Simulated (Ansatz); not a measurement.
# SiO2: the cost of one run

Computed with Ansatz 0.2.0 (reference: DFT, HSE06, plane waves, PAW, unless a step's input says otherwise).

1 further run of the same task is left out (for a known fault of the program).

## 1. The starting structure

Symmetry: P-3m1, No. 164, trigonal system. Conventional cell: a = 2.672 Å, b = 2.672 Å, c = 27.829 Å, α = 90.00°, β = 90.00°, γ = 120.00°. Si (site symmetry -3m) is surrounded by 6 O at 1.79 Å. O (site symmetry 3m) is surrounded by 3 Si at 1.79 Å.

As a file:

```cif
data_structure
_symmetry_space_group_name_H-M 'P-3m1'
_symmetry_Int_Tables_number 164
_cell_length_a 2.6724
_cell_length_b 2.6724
_cell_length_c 27.8288
_cell_angle_alpha 90.000
_cell_angle_beta 90.000
_cell_angle_gamma 120.000
_cell_volume 172.12
loop_
_atom_site_label
_atom_site_type_symbol
_atom_site_symmetry_multiplicity
_atom_site_Wyckoff_symbol
_atom_site_fract_x
_atom_site_fract_y
_atom_site_fract_z
_atom_site_occupancy
Si1 Si 1 a 0.00000 0.00000 0.00000 1
O1 O 2 d 0.33333 0.66667 0.03244 1
```

## 2. Reference

input.yaml

```yaml
crystal:
  lattice:
    - [2.6723935625, 0.0, 0.0]
    - [-1.3361967812, 2.3143607141, 0.0]
    - [0.0, 0.0, 27.8288401864]
  atoms:
    - { symbol: Si, position: [0.0, 0.0, 0.3234055009] }
    - { symbol: O, position: [0.3333333333, 0.6666666667, 0.3558442256] }
    - { symbol: O, position: [0.6666666667, 0.3333333333, 0.2909667763] }
  periodic: [true, true, false]
kpoints:
  mp_grid: { grid: [6, 6, 1] }
hamiltonian:
  xc: hse06
scf:
  occupations: { method: fixed }
  n_extra_bands: 4
output:
  forces: true
  stress: true
  eigenvalues: true
```

Run with:

```console
ansatz run input.yaml --threads 4 --pin off --max-ram 4608MiB --backend cpu --events-out ev --progress --plain --runs-dir out
```

What time and memory should one allow on 4 threads of Intel Xeon 6975P-C (Granite Rapids), shared host?

About 11 s, with a peak of 1.5 GiB.
